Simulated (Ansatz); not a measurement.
Input and command of a calculation in Ansatz (plane waves; scalar-relativistic PAW potentials unless the input names others):

```yaml
crystal:
  lattice:
    - [0.0, 2.244256, 2.244256]
    - [2.244256, 0.0, 2.244256]
    - [2.244256, 2.244256, 0.0]
  atoms:
    - { symbol: Mg, position: [0.0, 0.0, 0.0] }
basis:
  ecutwfc: "30 meV"
kpoints:
  mp_grid: { grid: [16, 16, 16] }
hamiltonian:
  xc: pbe
scf:
  occupations: { method: gaussian, width: 0.1 }
  max_iter: 100
output:
  forces: true
  eigenvalues: true
  stress: true
relax:
  adjacent_minimum: "off"
  f_tol: 0.005
  max_steps: 80
  cell: { stress_tol: 0.05 }
```

```bash
ansatz run input.yaml --threads 4 --pin off --max-ram 11264MiB --backend cpu --events-out ev --progress --plain --runs-dir out
```

Q: What will the program do with this input?

A: The program refuses it, because of a cutoff in the wrong unit (basis.ecutwfc: 420 → "30 meV"). With the sound run's settings it is accepted.

Abridged log:
```
Error: inconsistent input (basis.ecutwfc, kpoints): the smallest per-k basis holds n_pw = 0 plane waves (k-point 1, counted from 0 among those solved) but the deck needs at least 6 band(s) per channel, and no run solves more bands than the smallest per-k basis has plane waves; raise basis.ecutwfc until the smallest per-k basis, which caps the automatic band count, holds at least 6 plane waves
```